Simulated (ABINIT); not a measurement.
# Ta (Im-3m) in ABINIT: further runs

Aim: see how the results for Ta move with the level of theory and the settings. Levels: AM05, r2SCAN, SCAN, revPBE. Tasks: band structure.

Program: ABINIT 10.8.3 (patched build). These are calculated values, not measurements. Logs are shortened: lines on timing, memory, paths and dates and some standing lists are left out, and cuts for length are marked. The log counts tension as positive stress, the text compression.

## Step 1: The structure

The structure is cubic, space group Im-3m (No. 229). Conventional cell: a = 3.303 Å, b = 3.303 Å, c = 3.303 Å, α = 90.00°, β = 90.00°, γ = 90.00°. Around Ta (site symmetry m-3m) lie 8 Ta at 2.86 Å.

## Step 2: Band structure, AM05

run.abi

```
# Datasets: ground state, then fixed potential
ndtset 2

# Pseudopotentials
pp_dirpath "./"
pseudos "Ta.GGA_PBE-JTH.xml"

# Structure
acell 3*1.0
rprim
    -3.1204669551     3.1204669551     3.1204669551
     3.1204669551    -3.1204669551     3.1204669551
     3.1204669551     3.1204669551    -3.1204669551
ntypat 1
znucl 73
natom 1
typat 1
xred
     0.0000000000     0.0000000000     0.0000000000

# Plane-wave basis
ecut 23.0
pawecutdg 45.0
pawxcdev 0

# Exchange and correlation
ixc -120135

# Bands and occupations
occopt 3
tsmear 0.00183747

# SCF cycle
nstep 100

# Output
iomode 3
prtwf 0
prteig 0
prtebands 0
prtden1 1

# Dataset 1
kptopt1 1
ngkpt1 11 11 11
nshiftk1 1
shiftk1 0.0 0.0 0.0
nband1 11
tolvrs1 1.0e-9

# Dataset 2: bands along G-H-N-G-P-H
iscf2 -2
getden2 1
nband2 17
nbdbuf2 4
tolwfr2 1.0e-11
kptopt2 -5
ndivsm2 6
prteig2 1
prtvol2 -3
kptbounds2
     0.0000000000     0.0000000000     0.0000000000
     0.5000000000    -0.5000000000     0.5000000000
     0.0000000000     0.0000000000     0.5000000000
     0.0000000000     0.0000000000     0.0000000000
     0.2500000000     0.2500000000     0.2500000000
     0.5000000000    -0.5000000000     0.5000000000
```

Potentials or basis: JTH PAW PBE v2.0.

Launch:

```
$ abinit run.abi > log 2>&1
```

run.abo:

```text
.Version 10.8.3 of ABINIT
 DATASET    1 : space group Im -3 m (#229); Bravais cI (body-center cubic)
================================================================================
 Values of the parameters that define the memory need for DATASET  1.
     intxc =       0    ionmov =       0      iscf =      17    lmnmax =      18
     lnmax =       6     mgfft =      24  mpssoang =       3    mqgrid =    3001
     natom =       1  nloc_mem =       2    nspden =       1   nspinor =       1
    nsppol =       1      nsym =      48    n1xccc =       1    ntypat =       1
    occopt =       3   xclevel =       2
       mpw =         658          nfft =       13824          nkpt =          56
 PAW method is used; the additional fine FFT grid is defined by:
   mgfftf=        36    nfftf =     46656
================================================================================
================================================================================

 DATASET    2 : space group Im -3 m (#229); Bravais cI (body-center cubic)
================================================================================
 Values of the parameters that define the memory need for DATASET  2.
     intxc =       0    ionmov =       0      iscf =      -2    lmnmax =      18
     lnmax =       6     mgfft =      24  mpssoang =       3    mqgrid =    3001
     natom =       1  nloc_mem =       2    nspden =       1   nspinor =       1
    nsppol =       1      nsym =      48    n1xccc =       1    ntypat =       1
    occopt =       3   xclevel =       2
       mpw =         682          nfft =       13824          nkpt =          35
 PAW method is used; the additional fine FFT grid is defined by:
   mgfftf=        36    nfftf =     46656
================================================================================
================================================================================

--------------------------------------------------------------------------------
------------- Echo of variables that govern the present computation ------------
--------------------------------------------------------------------------------
 -outvars: echo values of preprocessed input variables --------
            acell      1.0000000000E+00  1.0000000000E+00  1.0000000000E+00 Bohr
              amu      1.80947900E+02
             ecut      2.30000000E+01 Hartree
           getden1          0
           getden2          1
             iscf1         17
             iscf2         -2
              ixc     -120135
           jdtset        1    2
           kptopt1          1
           kptopt2         -5
         kptrlatt       11    0    0      0   11    0      0    0   11
          kptrlen1     5.94528804E+01
          kptrlen2     3.00000000E+01
            natom           1
            nband1         11
            nband2         17
[... 513 lines left out ...]

--- !ResultsGS
iteration_state: {dtset: 2, }
comment   : Summary of ground state results
lattice_vectors:
- [ -3.1204670,   3.1204670,   3.1204670, ]
- [  3.1204670,  -3.1204670,   3.1204670, ]
- [  3.1204670,   3.1204670,  -3.1204670, ]
lattice_lengths: [   5.40481,    5.40481,    5.40481, ]
lattice_angles: [109.471, 109.471, 109.471, ] # degrees, (23, 13, 12)
lattice_volume:   1.2153987E+02
convergence: {deltae:  0.000E+00, res2:  0.000E+00, residm:  9.992E-12, diffor:  0.000E+00, }
etotal    :  -5.90371923E+01
entropy   :   0.00000000E+00
fermie    :   3.32718066E-02
cartesian_stress_tensor: null
pressure_GPa: null
xred      :
- [  0.0000E+00,   0.0000E+00,   0.0000E+00, Ta]
cartesian_forces: null
force_length_stats: {min: null, max: null, mean: null, }
...

 Integrated electronic density in atomic spheres:
 ------------------------------------------------
 Atom  Sphere_radius  Integrated_density
    1        2.41973         10.64613313

================================================================================

 ----iterations are completed or convergence reached----

 Mean square residual over all n,k,spin=   43.543E-13; max=  99.922E-13
 reduced coordinates (array xred) for    1 atoms
       0.000000000000      0.000000000000      0.000000000000

 cartesian coordinates (angstrom) at end:
    1      0.00000000000000     0.00000000000000     0.00000000000000
 length scales=  1.000000000000  1.000000000000  1.000000000000 bohr
              =  0.529177210544  0.529177210544  0.529177210544 angstroms
 Eigenvalues (hartree) for nkpt=  35  k points:
 kpt#   1, nband= 17, wtk=  1.00000, kpt=  0.0000  0.0000  0.0000 (reduced coord)
  -2.43503   -1.18133   -1.18133   -1.18133   -0.25794    0.06098    0.06098    0.06098
   0.18069    0.18069    0.58440    0.58440    0.58440    0.98900    0.98900    1.08107
   1.08107
 kpt#   2, nband= 17, wtk=  1.00000, kpt=  0.0625 -0.0625  0.0625 (reduced coord)
  -2.43472   -1.18376   -1.18243   -1.18243   -0.24521    0.05920    0.05920    0.06705
   0.15956    0.18797    0.60677    0.60677    0.60762    0.86487    1.00677    1.06447
   1.06448
 kpt#   3, nband= 17, wtk=  1.00000, kpt=  0.1250 -0.1250  0.1250 (reduced coord)
  -2.43383   -1.19006   -1.18559   -1.18559   -0.20944    0.05734    0.05734    0.08496
   0.11002    0.20651    0.66100    0.66837    0.66837    0.71307    1.00988    1.00988
   1.06208
 kpt#   4, nband= 17, wtk=  1.00000, kpt=  0.1875 -0.1875  0.1875 (reduced coord)
  -2.43254   -1.19782   -1.19037   -1.19037   -0.15783    0.05255    0.06238    0.06238
   0.11379    0.22324    0.60322    0.71997    0.74810    0.74810    0.93231    0.93231
   1.15755
 kpt#   5, nband= 17, wtk=  1.00000, kpt=  0.2500 -0.2500  0.2500 (reduced coord)
[... 109 lines left out ...]
   0.20375    0.39077    0.46494    0.46494    0.79605    0.79605    0.81373    1.05648
   1.12751
 kpt#  33, nband= 17, wtk=  1.00000, kpt=  0.4286 -0.2857  0.4286 (reduced coord)
  -2.42851   -1.21229   -1.21229   -1.20154   -0.07574   -0.07574    0.09332    0.22703
   0.22703    0.40347    0.42866    0.42866    0.76559    0.82547    0.82547    1.01735
   1.13092
 kpt#  34, nband= 17, wtk=  1.00000, kpt=  0.4643 -0.3929  0.4643 (reduced coord)
  -2.42790   -1.21168   -1.21168   -1.20865   -0.09837   -0.09837    0.20063    0.26085
   0.26085    0.38111    0.38111    0.39330    0.65788    0.86287    0.86287    0.95922
   1.26578
 kpt#  35, nband= 17, wtk=  1.00000, kpt=  0.5000 -0.5000  0.5000 (reduced coord)
  -2.42767   -1.21141   -1.21141   -1.21141   -0.10653   -0.10653    0.28563    0.28563
   0.28563    0.35076    0.35076    0.35076    0.60860    0.87951    0.87951    0.93836
   1.36534

== END DATASET(S) ==============================================================
================================================================================

 -outvars: echo values of variables after computation  --------
            acell      1.0000000000E+00  1.0000000000E+00  1.0000000000E+00 Bohr
           etotal1    -5.9037192294E+01
            fcart1    -0.0000000000E+00 -0.0000000000E+00 -0.0000000000E+00
            rprim     -3.1204669551E+00  3.1204669551E+00  3.1204669551E+00
                       3.1204669551E+00 -3.1204669551E+00  3.1204669551E+00
                       3.1204669551E+00  3.1204669551E+00 -3.1204669551E+00
           strten1     1.8017171524E-04  1.8017171524E-04  1.8017171524E-04
                       0.0000000000E+00  0.0000000000E+00  0.0000000000E+00
 Calculation completed.
```

It took 20 s on 1 thread of Arm Neoverse V1, shared host; peak memory 0.11 GiB.

What came out:

- Free energy: -1606.4838 eV
- Pressure: -5.3 GPa
- Band gap on the k mesh: none (metal or under the smearing width)
- Valence electrons inside the program's atomic spheres: Ta 10.65 (radii [1.2805] Å)

Levels at the corners of the path, in eV from the Fermi level:
```
point  band 2  band 3  band 4  band 5  band 6  band 7  band 8  band 9  band 10  band 11
    Γ  -33.05  -33.05  -33.05   -7.92    0.75    0.75    0.75    4.01     4.01    15.00
    H  -33.87  -33.87  -33.87   -3.80   -3.80    6.87    6.87    6.87     8.64     8.64
    N  -34.23  -33.43  -33.06   -4.38   -1.53    1.57    3.90    4.93     7.83    11.73
    Γ  -33.05  -33.05  -33.05   -7.92    0.75    0.75    0.75    4.01     4.01    15.00
    P  -33.64  -33.64  -33.64   -1.22   -1.22   -1.22    5.10    5.10     7.09    12.85
    H  -33.87  -33.87  -33.87   -3.80   -3.80    6.87    6.87    6.87     8.64     8.64
```

Caveat: the PAW data sets were made with another functional, which shifts forces and pressure a little; spin-orbit coupling is left out, which moves the levels of the heavy elements.

## Step 3: Band structure, r2SCAN

run.abi, as its differences from that of step 2:

```diff
@@ -23,6 +23,7 @@
 pawecutdg 45.0
-pawxcdev 0
 
 # Exchange and correlation
-ixc -120135
+ixc -497498
+usekden 1
+pawxcdev 0
 
@@ -41,2 +42,3 @@
 prtden1 1
+prtkden1 1
 
@@ -48,3 +50,3 @@
 nband1 11
-tolvrs1 1.0e-9
+tolvrs1 1.0e-7
 
@@ -53,2 +55,3 @@
 getden2 1
+getkden2 1
 nband2 17
```

Potentials or basis: JTH PAW PBE v2.0.

Launch:

```
$ abinit run.abi > log 2>&1
```

Run time: 59 s. Hardware: 1 thread of Arm Neoverse V1, shared host; peak memory 0.11 GiB.

Results (log left out):

* Free energy: -467.5784 eV
* Pressure: 0.2 GPa
* Band gap on the k mesh: none (metal or under the smearing width)
* Valence electrons inside the program's atomic spheres: Ta 10.63 (radii [1.2805] Å)

Levels at the corners of the path, in eV from the Fermi level:
```tsv
point	band 3	band 4	band 5	band 6	band 7	band 8	band 9	band 10
Γ	-34.19	-34.19	-8.27	0.87	0.87	0.87	4.36	4.36
H	-35.04	-35.04	-3.91	-3.91	7.14	7.14	7.14	9.02
N	-34.58	-34.20	-4.52	-1.53	1.50	4.23	5.30	8.12
Γ	-34.19	-34.19	-8.27	0.87	0.87	0.87	4.36	4.36
P	-34.81	-34.81	-1.31	-1.31	-1.31	5.48	5.48	7.79
H	-35.04	-35.04	-3.91	-3.91	7.14	7.14	7.14	9.02
```

Caveat: totals of a meta-GGA on PAW files have another zero than those of a GGA; the PAW data sets were made with another functional, which shifts forces and pressure a little; spin-orbit coupling is left out, which moves the levels of the heavy elements.

## Step 4: Band structure, SCAN

run.abi, as its differences from that of step 3:

```diff
@@ -25,3 +25,3 @@
 # Exchange and correlation
-ixc -497498
+ixc -263267
 usekden 1
```

Potentials or basis: JTH PAW PBE v2.0.

Launch:

```
$ abinit run.abi > log 2>&1
```

run.abo:

```text
.Version 10.8.3 of ABINIT
 DATASET    1 : space group Im -3 m (#229); Bravais cI (body-center cubic)
================================================================================
 Values of the parameters that define the memory need for DATASET  1.
     intxc =       0    ionmov =       0      iscf =      17    lmnmax =      18
     lnmax =       6     mgfft =      24  mpssoang =       3    mqgrid =    3001
     natom =       1  nloc_mem =       2    nspden =       1   nspinor =       1
    nsppol =       1      nsym =      48    n1xccc =       1    ntypat =       1
    occopt =       3   xclevel =       2
       mpw =         658          nfft =       13824          nkpt =          56
 PAW method is used; the additional fine FFT grid is defined by:
   mgfftf=        36    nfftf =     46656
================================================================================
================================================================================

 DATASET    2 : space group Im -3 m (#229); Bravais cI (body-center cubic)
================================================================================
 Values of the parameters that define the memory need for DATASET  2.
     intxc =       0    ionmov =       0      iscf =      -2    lmnmax =      18
     lnmax =       6     mgfft =      24  mpssoang =       3    mqgrid =    3001
     natom =       1  nloc_mem =       2    nspden =       1   nspinor =       1
    nsppol =       1      nsym =      48    n1xccc =       1    ntypat =       1
    occopt =       3   xclevel =       2
       mpw =         682          nfft =       13824          nkpt =          35
 PAW method is used; the additional fine FFT grid is defined by:
   mgfftf=        36    nfftf =     46656
================================================================================
================================================================================

--------------------------------------------------------------------------------
------------- Echo of variables that govern the present computation ------------
--------------------------------------------------------------------------------
[... 578 lines left out ...]
 ------------------------------------------------
 Atom  Sphere_radius  Integrated_density
    1        2.41973         10.65983459

================================================================================

 ----iterations are completed or convergence reached----

 Mean square residual over all n,k,spin=   43.008E-13; max=  99.942E-13
 reduced coordinates (array xred) for    1 atoms
       0.000000000000      0.000000000000      0.000000000000

 cartesian coordinates (angstrom) at end:
    1      0.00000000000000     0.00000000000000     0.00000000000000
 length scales=  1.000000000000  1.000000000000  1.000000000000 bohr
              =  0.529177210544  0.529177210544  0.529177210544 angstroms
 Eigenvalues (hartree) for nkpt=  35  k points:
 kpt#   1, nband= 17, wtk=  1.00000, kpt=  0.0000  0.0000  0.0000 (reduced coord)
  -2.47203   -1.19879   -1.19879   -1.19879   -0.27990    0.05473    0.05473    0.05473
   0.18705    0.18705    0.61040    0.61040    0.61040    1.02720    1.02720    1.11669
   1.11669
 kpt#   2, nband= 17, wtk=  1.00000, kpt=  0.0625 -0.0625  0.0625 (reduced coord)
  -2.47167   -1.20151   -1.20002   -1.20002   -0.26646    0.05304    0.05304    0.06113
   0.16510    0.19453    0.63360    0.63360    0.63424    0.89679    1.04591    1.09813
   1.09813
 kpt#   3, nband= 17, wtk=  1.00000, kpt=  0.1250 -0.1250  0.1250 (reduced coord)
  -2.47065   -1.20851   -1.20353   -1.20353   -0.22865    0.05149    0.05149    0.08003
   0.11356    0.21343    0.68891    0.69752    0.69752    0.73903    1.03898    1.03898
   1.10412
 kpt#   4, nband= 17, wtk=  1.00000, kpt=  0.1875 -0.1875  0.1875 (reduced coord)
  -2.46918   -1.21713   -1.20884   -1.20884   -0.17385    0.05366    0.05716    0.05716
   0.11044    0.22965    0.62501    0.74902    0.77933    0.77933    0.95835    0.95835
   1.20444
 kpt#   5, nband= 17, wtk=  1.00000, kpt=  0.2500 -0.2500  0.2500 (reduced coord)
[... 109 lines left out ...]
   0.20585    0.39434    0.47602    0.47602    0.82768    0.82768    0.83686    1.09541
   1.16704
 kpt#  33, nband= 17, wtk=  1.00000, kpt=  0.4286 -0.2857  0.4286 (reduced coord)
  -2.46458   -1.23314   -1.23314   -1.22124   -0.08048   -0.08048    0.08905    0.22972
   0.22972    0.40888    0.43764    0.43764    0.78353    0.85702    0.85702    1.05358
   1.17584
 kpt#  34, nband= 17, wtk=  1.00000, kpt=  0.4643 -0.3929  0.4643 (reduced coord)
  -2.46389   -1.23247   -1.23247   -1.22912   -0.10395   -0.10395    0.20161    0.26512
   0.26512    0.38778    0.38778    0.39981    0.67024    0.89408    0.89408    0.99384
   1.31719
 kpt#  35, nband= 17, wtk=  1.00000, kpt=  0.5000 -0.5000  0.5000 (reduced coord)
  -2.46363   -1.23217   -1.23217   -1.23217   -0.11243   -0.11243    0.29176    0.29176
   0.29176    0.35536    0.35536    0.35536    0.61798    0.91047    0.91047    0.97229
   1.42400

== END DATASET(S) ==============================================================
================================================================================

 -outvars: echo values of variables after computation  --------
            acell      1.0000000000E+00  1.0000000000E+00  1.0000000000E+00 Bohr
           etotal1    -1.8303250144E+01
            fcart1    -0.0000000000E+00 -0.0000000000E+00 -0.0000000000E+00
            rprim     -3.1204669551E+00  3.1204669551E+00  3.1204669551E+00
                       3.1204669551E+00 -3.1204669551E+00  3.1204669551E+00
                       3.1204669551E+00  3.1204669551E+00 -3.1204669551E+00
           strten1     1.8068487571E-04  1.8068487571E-04  1.8068487571E-04
                       0.0000000000E+00  0.0000000000E+00  0.0000000000E+00
 Calculation completed.
```

Run time: 61 s. Hardware: 1 thread of Arm Neoverse V1, shared host; peak memory 0.11 GiB.

Results:

```yaml
Free_energy: -498.0568 eV
Pressure: -5.3 GPa
Band_gap_on_the_k_mesh: none (metal or under the smearing width)
Valence_electrons_inside_the_program's_atomic_spheres: Ta 10.66 (radii [1.2805] Å)
```

Levels at the corners of the path, in eV from the Fermi level:
```
point  band 3  band 4  band 5  band 6  band 7  band 8  band 9  band 10
    Γ  -33.40  -33.40   -8.39    0.71    0.71    0.71    4.32     4.32
    H  -34.30  -34.30   -3.83   -3.83    7.16    7.16    7.16     8.90
    N  -33.82  -33.40   -4.60   -1.64    1.67    4.10    5.24     8.18
    Γ  -33.40  -33.40   -8.39    0.71    0.71    0.71    4.32     4.32
    P  -34.05  -34.05   -1.28   -1.28   -1.28    5.42    5.42     7.04
    H  -34.30  -34.30   -3.83   -3.83    7.16    7.16    7.16     8.90
```

Caveat: totals of a meta-GGA on PAW files have another zero than those of a GGA; the PAW data sets were made with another functional, which shifts forces and pressure a little; spin-orbit coupling is left out, which moves the levels of the heavy elements.

## Step 5: Band structure, revPBE

run.abi, as its differences from that of step 4:

```diff
@@ -23,7 +23,6 @@
 pawecutdg 45.0
+pawxcdev 0
 
 # Exchange and correlation
-ixc -263267
-usekden 1
-pawxcdev 0
+ixc 14
 
@@ -42,3 +41,2 @@
 prtden1 1
-prtkden1 1
 
@@ -50,3 +48,3 @@
 nband1 11
-tolvrs1 1.0e-7
+tolvrs1 1.0e-9
 
@@ -55,3 +53,2 @@
 getden2 1
-getkden2 1
 nband2 17
```

Launch:

```
$ abinit run.abi > log 2>&1
```

Wall time 18 s (1 thread of Arm Neoverse V1, shared host); peak memory 0.11 GiB.

The run converged. Its results:

```yaml
Free_energy: -1602.8021 eV
Pressure: 4.6 GPa
Band_gap_on_the_k_mesh: none (metal or under the smearing width)
Valence_electrons_inside_the_program's_atomic_spheres: Ta 10.64 (radii [1.2805] Å)
```

Levels at the corners of the path, in eV from the Fermi level:
```
point  band 3  band 4  band 5  band 6  band 7  band 8  band 9  band 10
    Γ  -33.07  -33.07   -7.92    0.76    0.76    0.76    4.04     4.04
    H  -33.89  -33.89   -3.79   -3.79    6.87    6.87    6.87     8.63
    N  -33.45  -33.08   -4.37   -1.52    1.56    3.93    4.96     7.83
    Γ  -33.07  -33.07   -7.92    0.76    0.76    0.76    4.04     4.04
    P  -33.66  -33.66   -1.23   -1.23   -1.23    5.13    5.13     7.14
    H  -33.89  -33.89   -3.79   -3.79    6.87    6.87    6.87     8.63
```

Caveat: the PAW data sets were made with another functional, which shifts forces and pressure a little; spin-orbit coupling is left out, which moves the levels of the heavy elements.

## Step 6: Summary

```csv
level,gap on the mesh (eV),pressure (GPa)
AM05,none,-5.3
r2SCAN,none,0.2
SCAN,none,-5.3
revPBE,none,4.6
```

Alike in all rows: task band structure; potentials or basis JTH PAW PBE v2.0; no spin polarisation; cell as given; k mesh 11 × 11 × 11; cutoff (eV) 626; smearing fermi-dirac 0.05 eV.

Every run on the cell as given and a fine mesh finds a metal. The pressure there spans -5.3 GPa (SCAN) to 4.6 GPa (revPBE); a positive pressure means that this level wants a larger cell, a negative one a smaller.

Caveats: the PAW data sets were made with another functional, which shifts forces and pressure a little; spin-orbit coupling is left out, which moves the levels of the heavy elements; totals of a meta-GGA on PAW files have another zero than those of a GGA (some runs).

Absolute energies hang on the potentials; compare differences alone.
